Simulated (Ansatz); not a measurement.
# K: the cost of one run

Method: DFT PBE, scalar-relativistic, plane waves, PAW; levels and slopes on a dense k mesh at the converged density, in Ansatz 0.2.0.

This is K in the simple cubic structure; at room conditions it is bcc.

## Step 1: Starting point

The structure is cubic, space group Pm-3m (No. 221). The conventional cell has a = 4.310 Å, b = 4.310 Å, c = 4.310 Å, α = 90.00°, β = 90.00°, γ = 90.00°. K (site symmetry m-3m) has 6 K at 4.31 Å as nearest neighbours.

Structure file:

```cif
data_structure
_symmetry_space_group_name_H-M 'Pm-3m'
_symmetry_Int_Tables_number 221
_cell_length_a 4.3104
_cell_length_b 4.3104
_cell_length_c 4.3104
_cell_angle_alpha 90.000
_cell_angle_beta 90.000
_cell_angle_gamma 90.000
_cell_volume 80.09
loop_
_atom_site_label
_atom_site_type_symbol
_atom_site_symmetry_multiplicity
_atom_site_Wyckoff_symbol
_atom_site_fract_x
_atom_site_fract_y
_atom_site_fract_z
_atom_site_occupancy
K1 K 1 a 0.00000 0.00000 0.00000 1
```

The structure comes from the Materials Project (structure only) and is not relaxed.

## Step 2: The run

input.yaml

```yaml
crystal:
  lattice:
    - [4.31043949, 0.0, 0.0]
    - [0.0, 4.31043949, 0.0]
    - [0.0, 0.0, 4.31043949]
  atoms:
    - { symbol: K, position: [0.0, 0.0, 0.0] }
basis:
  ecutwfc: 420
kpoints:
  mp_grid: { grid: [10, 10, 10] }
hamiltonian:
  xc: pbe
scf:
  occupations: { method: gaussian, width: 0.05 }
output:
  forces: true
  eigenvalues: true
  eigenstates:
    nscf_kmesh: { grid: [28, 28, 28] }
    top_band: c6
    de_dk: true
    localisation: false
  stress: true
checkpoint:
  write: ck
  compress: false
  write_wavefunctions: false
  write_every: 100000
```

Command:

```console
$ ansatz run input.yaml --threads 1 --pin off --max-ram 3072MiB --backend cpu --events-out ev --progress --plain --runs-dir out
```

Q: Estimate wall time and peak memory on 1 thread of Arm Neoverse V2, shared host.

About 16 s, with a peak of 0.54 GiB.
